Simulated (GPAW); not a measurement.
Runs of GPAW 26.7.0 on Co. The structure is hexagonal, space group P6_3/mmc (No. 194). The conventional cell has a = 2.472 Å, b = 2.472 Å, c = 4.021 Å, α = 90.00°, β = 90.00°, γ = 120.00°. Co (site symmetry -6m2) has 12 Co at 2.47 Å as nearest neighbours. 

| task | level | potentials or basis | k mesh | smearing | band path | band points | older calculator (legacy_gpaw) | gap on the mesh (eV) | pressure (GPa) | moment (μB) |
| --- | --- | --- | --- | --- | --- | --- | --- | --- | --- | --- |
| band structure | r4SCAN | GPAW PAW data sets (gpaw-data 1.2.1), pw | 9 × 9 × 5 | fermi-dirac 0.05 eV | GMKGALHA,LM,KH | 100 | - | - | -1.0 | 3.50 |
| single point | PBEsol | PAW data sets generated in the run's folder for this functional, pw | 12 × 12 × 7 | gaussian 0.02 eV | - | - | - | none | -5.4 | (b) |
| band structure | r2SCAN | GPAW PAW data sets (gpaw-data 1.2.1), pw | 9 × 9 × 5 | fermi-dirac 0.05 eV | GMKGALHA,LM,KH | 80 | - | - | 0.8 | 3.52 |
| band structure | optB88-vdW | GPAW PAW data sets (gpaw-data 1.2.1), pw | 9 × 9 × 5 | fermi-dirac 0.05 eV | GMKGALHA,LM,KH | 100 | yes | - | - | 3.04 |
| single point | PBEsol | PAW data sets generated in the run's folder for this functional, pw | 12 × 12 × 7 | gaussian 0.1 eV | - | - | - | none | (a) | 3.20 |

Alike in all rows: spin collinear, ferromagnetic start; cell as given; cutoff (eV) 600.

Task: Estimate the missing entries.

Result: (a) -5.3; (b) 3.19.

Caveats: the PAW data sets were made with another functional, which shifts forces and pressure a little (some runs).

A gap of «none» marks a metal or a gap under the smearing width.

Runs at the PBE level aren't shown here.
